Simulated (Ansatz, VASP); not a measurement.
**Ti in VASP and in Ansatz**

Contents of INCAR:

```
PREC = Accurate
ENCUT = 520
EDIFF = 1E-6
ISMEAR = -1
SIGMA = 0.05
LREAL = F
LASPH = T
NELM = 100
ALGO = Normal
ISIF = 2
LWAVE = F
LCHARG = F
GGA = CA
NBANDS = 25
```

The input KPOINTS:

```
regular mesh
0
Gamma
  7 7 10
```

POSCAR

```
Ti
1.0
    4.6000000000      0.0000000000      0.0000000000
   -2.3000000000      3.9837200000      0.0000000000
    0.0000000000      0.0000000000      2.8200000000
Ti
3
Direct
    0.0000000000      0.0000000000      0.0000000000
    0.3333333333      0.6666666667      0.5000000000
    0.6666666667      0.3333333333      0.5000000000
```

Input for Ansatz:

```yaml
crystal:
  lattice:
    - [4.6, 0.0, 0.0]
    - [-2.3, 3.98372, 0.0]
    - [0.0, 0.0, 2.82]
  atoms:
    - { symbol: Ti, position: [0.0, 0.0, 0.0] }
    - { symbol: Ti, position: [0.3333333333333333, 0.6666666666666666, 0.5] }
    - { symbol: Ti, position: [0.6666666666666666, 0.3333333333333333, 0.5] }
basis:
  ecutwfc: 475.0
kpoints:
  mp_grid:
    grid: [7, 7, 10]
hamiltonian:
  xc: lda
scf:
  convergence:
    dr2_threshold: 1.0e-06
  occupations:
    method: fermi_dirac
    width: 0.05
  eigensolver:
    kind: davidson
    full_accuracy: true
output:
  forces: true
  stress: true
```

This isn't the form of Ti at room conditions, which is hcp.

Alike in both runs: task single point; functional LDA; k mesh 7 × 7 × 10; occupations fermi-dirac, width 0.05 eV; no spin polarisation.

|  | VASP | Ansatz |
| --- | --- | --- |
| version | VASP 6.6.1 | Ansatz 0.2.0 |
| potentials or method | VASP PAW LDA potentials, release 64 (Ti_sv) | plane waves, PAW |
| plane-wave cutoff (eV) | 520 | 475 |
| valence electrons in the cell | 36 | 36 |

|  | VASP | Ansatz | Ansatz less VASP |
| --- | --- | --- | --- |
| pressure (GPa) | -9.2 | -9.2 | +0.04 |
| largest component of the traceless stress (GPa) | 1.40 | 1.40 | +0.001 |

Ansatz warned: «force_scf_threshold_loose».
